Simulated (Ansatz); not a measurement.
**SnSe2: experiment and calculation**

**Experimental background.**

A printed reference work, data compilation reports, for a bulk crystal of SnSe2: lattice constant a 3.811 Å.

“Spacing Dependent and Doping Independent Superconductivity in Intercalated 1T Two Dimensional SnSe2”, 2019, arxiv:1903.08036 reports, for a powder of SnSe2: lattice constant c 6.137 Å.

The results are compared with them further down.

These are results of DFT PBE, scalar-relativistic, plane waves, PAW (Ansatz 0.2.0), not measurements.

Plane waves to 420 eV, a k mesh through Γ of 12×12×4 on the computed 3-atom cell and Gaussian smearing (0.02 eV); no spin polarisation.

Relaxed structure, symmetry kept:

```cif
data_structure
_symmetry_space_group_name_H-M 'P-3m1'
_symmetry_Int_Tables_number 164
_cell_length_a 3.8718
_cell_length_b 3.8718
_cell_length_c 6.9879
_cell_angle_alpha 90.000
_cell_angle_beta 90.000
_cell_angle_gamma 120.000
_cell_volume 90.72
loop_
_atom_site_label
_atom_site_type_symbol
_atom_site_symmetry_multiplicity
_atom_site_Wyckoff_symbol
_atom_site_fract_x
_atom_site_fract_y
_atom_site_fract_z
_atom_site_occupancy
Sn1 Sn 1 a 0.00000 0.00000 0.00000 1
Se1 Se 2 d 0.33333 0.66667 0.22815 1
```

```json
{
  "Space group": "P-3m1 (No. 164)",
  "Volume per atom": "30.24 Å³",
  "Formation energy from the elements' standard states (uncorrected)": "-0.342 eV/atom",
  "Kohn–Sham band gap": "0.69 eV, indirect from (0.000, 0.138, -0.146) to L",
  "Löwdin character of the top 1 eV of the valence band": "Se 4p 95 %",
  "Löwdin character of the lowest 1 eV of the conduction band": "Se 4p 62 %, Sn 5s 31 %",
  "Electron masses at the edge by Cartesian direction of the standard setting (m_e; degenerate bands sorted by energy; no spin-orbit coupling)": "x: 0.21; y: 0.64; z: 6.9",
  "Hole masses at the edge by Cartesian direction of the standard setting (m_e; degenerate bands sorted by energy; no spin-orbit coupling)": "x: 0.19; y: 1.5; z: 5.6",
  "Bader charges (e)": "Sn (1 in the cell) 1.24, Se (2 in the cell) -0.62"
}
```

Each cell of SnSe2 holds layers, and where no dispersion correction was added their binding is poorly described.

A measured lattice constant a of SnSe2 is 3.811 Å (a printed reference work, data compilation); the calculated 3.872 Å misses it by +1.6 %. 1 more, off the median of the measured values, is set aside. A measured lattice constant c of SnSe2 is 6.137 Å (powder; the paper above); the calculated 6.988 Å misses it by +13.9 %. So large a difference can come from the functional (as between layers that it hardly binds), but also from another choice of axes, another phase or a misread value. 2 values of this kind are on record in papers (6.12 to 6.137 Å); this one was drawn at random among those near their median. The calculation is for 0 K without zero-point motion.